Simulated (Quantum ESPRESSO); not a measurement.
BN:

```xyz
2
Lattice="2.5080 0.0000 0.0000 -1.2467 2.1762 0.0000 -0.6307 -1.0881 3.0225" Properties=species:S:1:pos:R:3 pbc="T T T"
N     0.6410   -0.3484    2.9772
B     1.2297    2.1384    0.0055
```

The cell comes from a database or a generator and needn't be the stable form of this composition.

- Program: Quantum ESPRESSO 7.5
- Task: phonon dispersion
- Functional: PBEsol
- Potentials or basis: GBRV 1.5 PBEsol
- Cutoff: 612 eV
- Density cutoff: 4898 eV
- k mesh: 6 × 6 × 4, shifted
- Occupations: fermi-dirac, width 0.05 eV
- Spin: no spin polarisation
- Mixing beta: 0.5
- Most SCF iterations: 120
- SCF threshold: 4e-10 Ry
- q mesh: 2 × 2 × 2

The cell and the atoms were relaxed first, to 9.34 Å³/atom (a = 2.505 Å, b = 2.505 Å, c = 3.659 Å, α = 99.77°, β = 99.98°, γ = 119.95°), and the response was taken there. The relaxed cell has space group Fmm2 (No. 42).

```
N B
1.0
     2.50476   -0.00320   -0.00285
    -1.24782    2.17183    0.00215
    -0.63179   -1.08246    3.43805
N B
1 1
Direct
  0.65731 0.32471 0.99341
  0.99084 0.99118 0.99340
```

The first run showed a gap, so the response started from a second, tighter run with fixed occupations.

Problem. Is this structure dynamically stable at this level, and how far does the spectrum reach?

Solution. No: the interpolated spectrum has imaginary modes, down to 30i cm⁻¹ near X. The highest frequency is 1588 cm⁻¹.

Phonon frequencies at the corners of the path (cm⁻¹, interpolated; i marks imaginary ones):
```
point                 frequencies
    X     30i 56 84 795 1364 1370
    Γ         0 0 0 802 1364 1367
    Y  313 542 617 1152 1266 1300
    L  312 542 617 1152 1266 1300
    Z  294 542 602 1152 1269 1310
    N  329 543 629 1150 1270 1285
    M  313 542 617 1152 1266 1300
    R  312 542 617 1152 1266 1300
```

Phonon states per cell in windows of 100 cm⁻¹ (negative: imaginary):
| from (cm⁻¹) | total | N | B |
| --- | --- | --- | --- |
| -100 | 0.00 | 0.00 | 0.00 |
| 0 | 0.04 | 0.02 | 0.02 |
| 100 | 0.21 | 0.12 | 0.08 |
| 200 | 0.56 | 0.42 | 0.14 |
| 300 | 0.49 | 0.39 | 0.09 |
| 400 | 0.21 | 0.12 | 0.09 |
| 500 | 0.45 | 0.21 | 0.23 |
| 600 | 0.90 | 0.22 | 0.67 |
| 700 | 0.46 | 0.22 | 0.24 |
| 800 | 0.15 | 0.09 | 0.06 |
| 900 | 0.17 | 0.11 | 0.06 |
| 1000 | 0.31 | 0.24 | 0.06 |
| 1100 | 0.08 | 0.06 | 0.02 |
| 1200 | 0.54 | 0.21 | 0.33 |
| 1300 | 0.94 | 0.35 | 0.60 |
| 1400 | 0.39 | 0.15 | 0.24 |
| 1500 | 0.11 | 0.04 | 0.06 |

A q mesh this small can miss soft modes between its points.

Caveat: some modes are imaginary; the layers were relaxed without a dispersion term, so their spacing and the soft interlayer modes are unreliable; the cell relaxed to another space group than the one typed; the q mesh is small, so phonon branches between its points and thermal values are rough.
